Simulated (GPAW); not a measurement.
**Collinear magnetic orders of free-standing square Ru monolayer, spacing 2.904 A with GPAW**

Aim: find out whether free-standing square Ru monolayer, spacing 2.904 A carries moments, and which collinear order costs least.

Program: GPAW 26.7.0. Level of theory: PBE; plane waves with GPAW's PAW setups, scalar-relativistic. Results are calculated unless marked as measured.

## (1) Starting point

The cell holds 1 atom: 1 Ru. Cell: a = 2.904 Å, b = 2.904 Å, c = 14.000 Å, α = 90.0°, β = 90.0°, γ = 90.0°. model lattice. Vacuum lies along c.

The settings of this session are not all sound (see the inputs), so it shows what such settings give, not the properties of the crystal.

## (2) Order 1, typed as ferro +

The parallel start comes first: it fits the smallest cell, keeps the most symmetry and shows whether parallel moments form.

order1.py reads:

```python
import json
import numpy as np
from ase import Atoms
from ase.parallel import paropen, parprint
from gpaw import GPAW

atoms = Atoms(['Ru'],
    cell=[[2.904, 0.0, 0.0],
         [0.0, 2.904, 0.0],
         [0.0, 0.0, 14.0]],
    scaled_positions=[[0.0, 0.0, 0.5]],
    pbc=True,
    magmoms=[1.5])
atoms.calc = GPAW(mode={'name': 'pw', 'ecut': 550},
    xc='PBE',
    kpts={'size': (6, 6, 1), 'gamma': True},
    occupations={'name': 'methfessel-paxton', 'width': 0.1},
    convergence={'density': 1e-05, 'energy': 1e-05},
    maxiter=200,
    mixer={'name': 'pulay', 'beta': 0.1, 'nmaxold': 6, 'weight': 100},
    symmetry={'tolerance': 1e-4},
    txt='order1.txt')
e = atoms.get_potential_energy(force_consistent=True)
res = {'free_energy': e, 'energy_sigma0': atoms.get_potential_energy(), 'fermi_energy': atoms.calc.get_fermi_level()}
res['moments'] = atoms.get_magnetic_moments().tolist()
res['total'] = atoms.get_magnetic_moment()
parprint('site moments (muB):', np.round(res['moments'], 3))
parprint(f"total moment: {res['total']:.3f} muB")
parprint(f'free energy: {e:.6f} eV')
atoms.calc.write('order1.gpw')
with paropen('results.json', 'w') as f:
    json.dump(res, f)
```

On the command line:

```sh
OMP_NUM_THREADS=1 python3 order1.py > order1.log
```

Numbers of over 12 decimals in the logs are rounded to 6 here.

Output:

```text
site moments (muB): [2.188]
total moment: 2.451 muB
free energy: -5.792440 eV

--- order1.txt ---
Input parameters:
  mode=PW(ecut=550),
  convergence={'density': 1e-05, 'energy': 1e-05},
  kpts=MonkhorstPack(size=(6, 6, 1), gamma=True),
  maxiter=200,
  mixer=Pulay(name='pulay', nmaxold=6, beta=0.1, weight=100, sigma=0.015, g_ss=None),
  occupations=Occupations(name='methfessel-paxton', width=0.1),
  symmetry=Symmetry(tolerance=0.0001),
  xc=XC(name='PBE')

Diagonalizing LCAO Hamiltonian
Converting LCAO to pw mode
   .------.
  /|      |
 * |      |
 | |      |
 | |      |
 | |      |
 | |      |
 | |      |
 | |      |
 | |      |
 Ru|      |
 | |      |
 | |      |
 | |      |
 | |      |
 | |      |
 | |      |
 | .------.
 |/      /
 *------*

Atoms  # Å, Bohr magnetons
|   | symbol |        x |        y |        z |    initial magnetic moments |
|---|--------|----------|----------|----------|-----------------------------|
| 0 |     Ru | 0.000000 | 0.000000 | 7.000000 | ( 0.0000,  0.0000,  1.5000) |

Unit cell  # Å
| periodic |        x |        y |         z |   lengths |    angles |
|----------|----------|----------|-----------|-----------|-----------|
|      yes | 2.904000 | 0.000000 |  0.000000 |  2.904000 | 90.000000 |
|      yes | 0.000000 | 2.904000 |  0.000000 |  2.904000 | 90.000000 |
|      yes | 0.000000 | 0.000000 | 14.000000 | 14.000000 | 90.000000 |

Number of symmetries: 16

BZ-sampling:
  Number of BZ points: 36
  Number of IBZ points: 10

  Monkhorst-Pack size: [6, 6, 1]
  Monkhorst-Pack shift: [0.083333, 0.083333, 0.0]

K-points  # in reciprocal-cell coordinates
|   |                                coordinates |     weight |
|---|--------------------------------------------|------------|
| 0 | (  0.00000000,   0.00000000,   0.00000000) | 0.02777778 |
| 1 | (  0.16666667,   0.00000000,   0.00000000) | 0.11111111 |
| 2 | (  0.16666667,   0.16666667,   0.00000000) | 0.11111111 |
| 3 | (  0.33333333,   0.00000000,   0.00000000) | 0.11111111 |
| 4 | (  0.33333333,   0.16666667,   0.00000000) | 0.22222222 |
| 5 | (  0.33333333,   0.33333333,   0.00000000) | 0.11111111 |
| 6 | (  0.50000000,   0.00000000,   0.00000000) | 0.05555556 |
| 7 | (  0.50000000,   0.16666667,   0.00000000) | 0.11111111 |
| 8 | (  0.50000000,   0.33333333,   0.00000000) | 0.11111111 |
| 9 | (  0.50000000,   0.50000000,   0.00000000) | 0.02777778 |

Plane wave coefficients: 3477
Cutoff: 550.0 eV

Spin-components: 2 (collinear spins)
Bands:           13
Projectors:      6
Spin-degeneracy: 1
Datatype:        complex128

Parallelization:
  kpt:    1
  domain: 1
  band:   1

Density:
  Valence electrons: 16.0
  Components: 2
  Grid points: [16 16 80]
  Charge: 0.0  # |e|

Potential:
  Grid points: [16 16 80]

species:
  Ru:
    name:    Ruthenium
    Z:       44.0
    valence: 16
    core:    28
    charge:  0.0  # [|e|]
    compensation charges:
      type: gauss
      rc: 0.39  # [Å]
      lmax: 2
    cutoffs:
      filter: 2.16  # [Å]
      core: 1.30  # [Å]
    projectors
    | kind |    occ | energy [eV] | rcut [Å] |
    |------|--------|-------------|----------|
    |   4s |  2.000 |     -76.316 |    1.281 |
    |   5s |  1.000 |      -4.236 |    1.281 |
    |   4p |  6.000 |     -46.423 |    1.286 |
    |   5p |  0.000 |      -0.913 |    1.286 |
    |   4d |  7.000 |      -5.203 |    1.254 |
    |    d |        |      22.008 |    1.254 |

    Using partial waves for Ru as LCAO basis

Reference energy: -123245.124983  # eV

eigensolver:
  PPCG
  Converge bands: occupied
  niter=2

density mixing:
  Pulay-Mixer
  Linear mixing parameters: 0.1
  Old densities: 6
  Fourier metric: weight=100, sigma=0.015

occupation numbers:
  Methfessel-Paxton:
    width: 0.1000  # eV
    order: 0

poisson solver:
  ecut: 4400.0  # eV

xc functional:
  name: PBE with 2 nearest neighbor stencil

convergence criteria:
- Maximum integral of absolute [dens]ity change: 1e-05 electrons / valence electron
- Maximum [total energy] change in last 3 cyles: 1e-05 eV / valence electron
- Maximum integral of absolute [eigenst]ate change: 4e-08 eV^2 / valence electron
maximum number of iterations: 200

SCF iterations
|iter     |      energy | eigst |  dens |  magmom |
|---------|-------------|-------|-------|---------|
|iter:   1|       0s |   -5.947819 | +0.25 |       |  +1.4931|
|iter:   2|       1s |   -5.688628 | -0.92 | -0.86 |  +1.5474|
|iter:   3|       1s |   -5.584710 | -1.22 | -0.98 |  +1.6742|
|iter:   4|       2s |   -5.650641 | -2.14 | -1.24 |  +1.8020|
|iter:   5|       2s |   -5.735064 | -2.34 | -1.34 |  +2.0173|
|iter:   6|       3s |   -5.750787 | -3.14 | -1.49 |  +2.0868|
|iter:   7|       3s |   -5.784497 | -2.20 | -1.53 |  +2.4893|
|iter:   8|       4s |   -5.784575 | -3.50 | -2.22 |  +2.5066|
|iter:   9|       5s |   -5.784682 | -4.33 | -2.22 |  +2.5076|
|iter:  10|       5s |   -5.785564 | -4.34 | -2.27 |  +2.4618|
|iter:  11|       6s |   -5.785686 | -4.50 | -2.68 |  +2.4763|
|iter:  12|       6s |   -5.785826 | -4.73 | -2.75 |  +2.4699|
|iter:  13|       7s |   -5.785847 | -5.71 | -2.98 |  +2.4632|
|iter:  14|       7s |   -5.785884c| -5.79 | -3.20 |  +2.4544|
|iter:  15|       8s |   -5.785884c| -6.73 | -3.35 |  +2.4551|
|iter:  16|       8s |   -5.785904c| -5.59 | -3.37 |  +2.4531|
|iter:  17|       9s |   -5.785903c| -6.78 | -3.76 |  +2.4532|
|iter:  18|       9s |   -5.785909c| -6.26 | -3.80 |  +2.4512|
|iter:  19|      10s |   -5.785910c| -7.47c| -4.74 |  +2.4509|
|iter:  20|      10s |   -5.785910c| -8.11c| -4.73 |  +2.4509|
|iter:  21|      11s |   -5.785909c| -8.30c| -4.82 |  +2.4510|
|iter:  22|      11s |   -5.785909c| -7.91c| -5.01c|  +2.4511|

Converged in 22 steps
Energy contributions relative to reference atoms: (reference = -123245.124983)

Energy contributions:
  Kinetic:         -10.550407
  Coulomb:           7.293670
  Zero:             -0.375332
  External:          0.000000
  Xc:               -2.147310
  Entropy:          -0.013061
  Spinorbit:         0.000000
  ----------------------------
  Free energy:      -5.792440
  Extrapolated:     -5.785909

dipole moment: (-9.982345, -9.982345, 0.000001)  # |e|*Ang

Total magnetic moment: (0.000000, 0.000000, 2.451108)

Local magnetic moments
|        x |        y |        z |
|----------|----------|----------|
| 0.000000 | 0.000000 | 2.187940 |  # Ru   0

Fermi level: -2.484
Eigenvalues  # (at kpt = [0.000, 0.000, 0.000])
| band index |      eig [eV] | occ [0-1] |      eig [eV] | occ [0-1] |
|------------|---------------|-----------|---------------|-----------|
|          0 |       -75.338 |     1.000 |       -73.748 |     1.000 |
|          1 |       -45.621 |     1.000 |       -43.666 |     1.000 |
|          2 |       -45.192 |     1.000 |       -43.621 |     1.000 |
|          3 |       -45.192 |     1.000 |       -43.621 |     1.000 |
|          4 |        -6.420 |     1.000 |        -5.861 |     1.000 |
|          5 |        -5.621 |     1.000 |        -4.615 |     1.000 |
|          6 |        -4.625 |     1.000 |        -2.669 |     0.996 |
|          7 |        -3.180 |     1.000 |        -1.478 |     0.000 |
|          8 |        -3.180 |     1.000 |        -1.478 |     0.000 |
|          9 |        -2.435 |     0.244 |        -0.734 |     0.000 |
|         10 |        -1.249 |     0.000 |        -0.671 |     0.000 |
|         11 |         1.737 |     0.000 |         1.853 |     0.000 |
|         12 |         2.836 |     0.000 |         2.945 |     0.000 |

No gap
No difference between direct/indirect transitions
```

It took 14 s on 1 MPI rank of Intel Xeon 6975P-C (Granite Rapids), shared host; peak memory 0.18 GiB.

This step gave:

| Quantity | Value |
| --- | --- |
| magnetization | 2.451 μB |
| final state | ferromagnetic |
| largest moment | 2.188 μB |

After 22 cycles the largest moment stands at 2.19 μB.

## (3) Order 2, typed as antiferro q=(1/2,1/2,0) +-

Another pattern of signs weighs the neighbour shells otherwise.

The cell is doubled to 2 atoms to hold this order. Its mesh is chosen so that both cells sample the same points.

order2.py is the script of step 2 with these lines changed:

```diff
@@ -6,12 +6,13 @@
 
-atoms = Atoms(['Ru'],
-    cell=[[2.904, 0.0, 0.0],
-         [0.0, 2.904, 0.0],
+atoms = Atoms(['Ru', 'Ru'],
+    cell=[[5.808, 0.0, 0.0],
+         [2.904, 2.904, 0.0],
          [0.0, 0.0, 14.0]],
-    scaled_positions=[[0.0, 0.0, 0.5]],
+    scaled_positions=[[0.0, 0.0, 0.5],
+         [0.5, 0.0, 0.5]],
     pbc=True,
-    magmoms=[1.5])
+    magmoms=[1.5, -1.5])
 atoms.calc = GPAW(mode={'name': 'pw', 'ecut': 550},
     xc='PBE',
-    kpts={'size': (6, 6, 1), 'gamma': True},
+    kpts={'size': (3, 6, 1), 'gamma': True},
     occupations={'name': 'methfessel-paxton', 'width': 0.1},
@@ -21,3 +22,3 @@
     symmetry={'tolerance': 1e-4},
-    txt='order1.txt')
+    txt='order2.txt')
 e = atoms.get_potential_energy(force_consistent=True)
@@ -29,3 +30,3 @@
 parprint(f'free energy: {e:.6f} eV')
-atoms.calc.write('order1.gpw')
+atoms.calc.write('order2.gpw')
 with paropen('results.json', 'w') as f:
```

On the command line:

```sh
OMP_NUM_THREADS=1 python3 order2.py > order2.log
```

Output:

```text
UserWarning: Initial realspace grid (32,24,80) inconsistent with symmetries.
UserWarning: Using symmetrized grid: (32,32,80).

site moments (muB): [ 1.594 -1.594]
total moment: 0.000 muB
free energy: -11.151659 eV

--- order2.txt ---
Input parameters:
  mode=PW(ecut=550),
  convergence={'density': 1e-05, 'energy': 1e-05},
  kpts=MonkhorstPack(size=(3, 6, 1), gamma=True),
  maxiter=200,
  mixer=Pulay(name='pulay', nmaxold=6, beta=0.1, weight=100, sigma=0.015, g_ss=None),
  occupations=Occupations(name='methfessel-paxton', width=0.1),
  symmetry=Symmetry(tolerance=0.0001),
  xc=XC(name='PBE')

Diagonalizing LCAO Hamiltonian
Converting LCAO to pw mode

       Ru     Ru

Atoms  # Å, Bohr magnetons
|   | symbol |        x |        y |        z |    initial magnetic moments |
|---|--------|----------|----------|----------|-----------------------------|
| 0 |     Ru | 0.000000 | 0.000000 | 7.000000 | ( 0.0000,  0.0000,  1.5000) |
| 1 |     Ru | 2.904000 | 0.000000 | 7.000000 | ( 0.0000,  0.0000, -1.5000) |

Unit cell  # Å
| periodic |        x |        y |         z |   lengths |    angles |
|----------|----------|----------|-----------|-----------|-----------|
|      yes | 5.808000 | 0.000000 |  0.000000 |  5.808000 | 90.000000 |
|      yes | 2.904000 | 2.904000 |  0.000000 |  4.106876 | 90.000000 |
|      yes | 0.000000 | 0.000000 | 14.000000 | 14.000000 | 45.000000 |

Number of symmetries: 8

BZ-sampling:
  Number of BZ points: 18
  Number of IBZ points: 8

  Monkhorst-Pack size: [3, 6, 1]
  Monkhorst-Pack shift: [0.0, 0.083333, 0.0]

Plane wave coefficients: 6928
Cutoff: 550.0 eV

Spin-components: 2 (collinear spins)
Bands:           24
Projectors:      12
Spin-degeneracy: 1
Datatype:        complex128

Parallelization:
  kpt:    1
  domain: 1
  band:   1

Density:
  Valence electrons: 32.0
  Components: 2
  Grid points: [32 32 80]
  Charge: 0.0  # |e|

Potential:
  Grid points: [32 32 80]

[... setups left out ...]
Reference energy: -246490.249966  # eV

eigensolver:
  PPCG
  Converge bands: occupied
  niter=2

density mixing:
  Pulay-Mixer
  Linear mixing parameters: 0.1
  Old densities: 6
  Fourier metric: weight=100, sigma=0.015

occupation numbers:
  Methfessel-Paxton:
    width: 0.1000  # eV
    order: 0

poisson solver:
  ecut: 4400.0  # eV

xc functional:
  name: PBE with 2 nearest neighbor stencil

convergence criteria:
- Maximum integral of absolute [dens]ity change: 1e-05 electrons / valence electron
- Maximum [total energy] change in last 3 cyles: 1e-05 eV / valence electron
- Maximum integral of absolute [eigenst]ate change: 4e-08 eV^2 / valence electron
maximum number of iterations: 200

SCF iterations
|iter     |      energy | eigst |  dens |  magmom |
|---------|-------------|-------|-------|---------|
|iter:   1|       0s |  -11.723374 | +0.26 |       |  +0.0000|
|iter:   2|       3s |  -11.167459 | -0.95 | -1.00 |  -0.0000|
|iter:   3|       5s |  -10.867672 | -1.11 | -1.15 |  +0.0000|
|iter:   4|       8s |  -10.873189 | -2.23 | -1.43 |  -0.0000|
|iter:   5|      10s |  -10.970438 | -2.19 | -1.46 |  +0.0000|
|iter:   6|      13s |  -11.011397 | -2.75 | -1.53 |  -0.0000|
|iter:   7|      15s |  -11.122036 | -2.01 | -1.61 |  +0.0000|
|iter:   8|      18s |  -11.073249 | -2.65 | -1.90 |  -0.0000|
|iter:   9|      20s |  -11.121184 | -2.72 | -1.78 |  +0.0000|
|iter:  10|      23s |  -11.123298 | -3.11 | -2.25 |  -0.0000|
|iter:  11|      25s |  -11.124758 | -4.34 | -2.10 |  +0.0000|
|iter:  12|      28s |  -11.127116 | -3.58 | -2.13 |  -0.0000|
|iter:  13|      30s |  -11.133233 | -3.49 | -2.41 |  +0.0000|
|iter:  14|      33s |  -11.133203 | -4.79 | -2.73 |  -0.0000|
|iter:  15|      35s |  -11.133888 | -4.85 | -2.76 |  +0.0000|
|iter:  16|      38s |  -11.134066 | -5.38 | -2.93 |  -0.0000|
|iter:  17|      40s |  -11.134185c| -5.69 | -2.99 |  +0.0000|
|iter:  18|      43s |  -11.134725 | -5.13 | -3.05 |  +0.0000|
|iter:  19|      45s |  -11.134772 | -6.17 | -3.39 |  +0.0000|
|iter:  20|      48s |  -11.134943c| -5.85 | -3.42 |  +0.0000|
|iter:  21|      50s |  -11.134975c| -6.69 | -3.59 |  +0.0000|
|iter:  22|      53s |  -11.135207c| -5.88 | -3.63 |  +0.0000|
|iter:  23|      55s |  -11.135214c| -7.04 | -4.09 |  +0.0000|
|iter:  24|      58s |  -11.135257c| -6.99 | -4.16 |  -0.0000|
|iter:  25|      59s |  -11.135254c| -7.75c| -4.44 |  +0.0000|
|iter:  26|      61s |  -11.135261c| -7.68c| -4.50 |  +0.0000|
|iter:  27|      62s |  -11.135262c| -7.66c| -4.59 |  +0.0000|
|iter:  28|      63s |  -11.135264c| -7.99c| -4.96 |  +0.0000|
|iter:  29|      65s |  -11.135264c| -8.14c| -5.08c|  +0.0000|

Converged in 29 steps
Energy contributions relative to reference atoms: (reference = -246490.249966)

Energy contributions:
  Kinetic:         -25.971609
  Coulomb:          18.275578
  Zero:             -0.685882
  External:          0.000000
  Xc:               -2.736957
  Entropy:          -0.032790
  Spinorbit:         0.000000
  ----------------------------
  Free energy:     -11.151659
  Extrapolated:    -11.135264

dipole moment: (-40.020184, -20.010092, 0.000003)  # |e|*Ang

Total magnetic moment: (0.000000, 0.000000, 0.000001)

Local magnetic moments
|        x |        y |         z |
|----------|----------|-----------|
| 0.000000 | 0.000000 |  1.593502 |  # Ru   0
| 0.000000 | 0.000000 | -1.593500 |  # Ru   1

Fermi level: -2.625
Eigenvalues  # (at kpt = [0.000, 0.000, 0.000])
| band index |      eig [eV] | occ [0-1] |      eig [eV] | occ [0-1] |
|------------|---------------|-----------|---------------|-----------|
|          0 |       -75.432 |     1.000 |       -75.432 |     1.000 |
|        ... |               |           |               |           |
|          6 |       -44.326 |     1.000 |       -44.326 |     1.000 |
|          7 |       -44.124 |     1.000 |       -44.124 |     1.000 |
|          8 |        -6.338 |     1.000 |        -6.338 |     1.000 |
|          9 |        -5.592 |     1.000 |        -5.592 |     1.000 |
|         10 |        -5.447 |     1.000 |        -5.447 |     1.000 |
|         11 |        -4.380 |     1.000 |        -4.380 |     1.000 |
|         12 |        -4.210 |     1.000 |        -4.210 |     1.000 |
|         13 |        -4.210 |     1.000 |        -4.210 |     1.000 |
|         14 |        -2.430 |     0.003 |        -2.430 |     0.003 |
|         15 |        -2.430 |     0.003 |        -2.430 |     0.003 |
|         16 |        -2.125 |     0.000 |        -2.125 |     0.000 |
|         17 |        -1.831 |     0.000 |        -1.831 |     0.000 |
|         18 |        -1.046 |     0.000 |        -1.046 |     0.000 |
|         19 |        -0.922 |     0.000 |        -0.922 |     0.000 |
|         20 |         1.836 |     0.000 |         1.836 |     0.000 |
|         21 |         2.918 |     0.000 |         2.918 |     0.000 |
|        ... |               |           |               |           |
|         23 |         3.427 |     0.000 |         3.427 |     0.000 |

No gap
No difference between direct/indirect transitions
```

Elapsed: 71 s, on 1 MPI rank; peak memory 0.34 GiB.

This step gave:

| Property | Result |
| --- | --- |
| magnetization | 0 μB |
| final state | antiferromagnetic |
| largest moment | 1.593 μB |

It lies 217 meV a seeded atom over the first start, and its largest moment is 1.59 μB against 2.19 μB.

## (4) Run 3 (antiferro q=(0,1/2,0) +-)

An opposed order shows whether the pairs that it reverses prefer unlike signs.

The cell is doubled to 2 atoms to hold this order. Its mesh is chosen so that both cells sample the same points.

order3.py is the script of step 3 with these lines changed:

```diff
@@ -7,7 +7,7 @@
 atoms = Atoms(['Ru', 'Ru'],
-    cell=[[5.808, 0.0, 0.0],
-         [2.904, 2.904, 0.0],
+    cell=[[2.904, 0.0, 0.0],
+         [0.0, 5.808, 0.0],
          [0.0, 0.0, 14.0]],
     scaled_positions=[[0.0, 0.0, 0.5],
-         [0.5, 0.0, 0.5]],
+         [0.0, 0.5, 0.5]],
     pbc=True,
@@ -16,3 +16,3 @@
     xc='PBE',
-    kpts={'size': (3, 6, 1), 'gamma': True},
+    kpts={'size': (6, 3, 1), 'gamma': True},
     occupations={'name': 'methfessel-paxton', 'width': 0.1},
@@ -22,3 +22,3 @@
     symmetry={'tolerance': 1e-4},
-    txt='order2.txt')
+    txt='order3.txt')
 e = atoms.get_potential_energy(force_consistent=True)
@@ -30,3 +30,3 @@
 parprint(f'free energy: {e:.6f} eV')
-atoms.calc.write('order2.gpw')
+atoms.calc.write('order3.gpw')
 with paropen('results.json', 'w') as f:
```

On the command line:

```sh
OMP_NUM_THREADS=1 python3 order3.py > order3.log
```

Output:

```text
site moments (muB): [ 2.028 -2.028]
total moment: -0.000 muB
free energy: -11.383399 eV

--- order3.txt ---
Input parameters:
  mode=PW(ecut=550),
  convergence={'density': 1e-05, 'energy': 1e-05},
  kpts=MonkhorstPack(size=(6, 3, 1), gamma=True),
  maxiter=200,
  mixer=Pulay(name='pulay', nmaxold=6, beta=0.1, weight=100, sigma=0.015, g_ss=None),
  occupations=Occupations(name='methfessel-paxton', width=0.1),
[...]
|          9 |        -5.489 |     1.000 |        -5.489 |     1.000 |
|         10 |        -4.737 |     1.000 |        -4.737 |     1.000 |
[...]
|         20 |        -0.627 |     0.000 |        -0.627 |     0.000 |
|         21 |         1.820 |     0.000 |         1.820 |     0.000 |
|         22 |         2.166 |     0.000 |         2.166 |     0.000 |
|         23 |         2.883 |     0.000 |         2.883 |     0.000 |

No gap
No difference between direct/indirect transitions


[key lines of the parts left out:]
Free energy:     -11.383399
Converged in 31 steps
dipole moment: (-19.994945, -19.994944, 0.000003)  # |e|*Ang
Fermi level: -2.424
```

It took 51 s on 1 MPI rank; peak memory 0.27 GiB.

(Continued in part 2 of 2.)

[Logs and program files are shortened in this print: banners, set-up blocks, solver, clock and traceback lines can be left out without a mark of their own.]

[Logs are printed without paths, hosts, clocks, repeated set-up lines and the standing remarks that a program may print on its own settings, such as how far it seeks lower states.]

[Hosts, paths, dates, database ids (printed as entryN), source tags and the programs' standing remarks are cut or masked in the printed files.]

[Where a cell is said to come from a database of computed structures, the database is the Materials Project.]
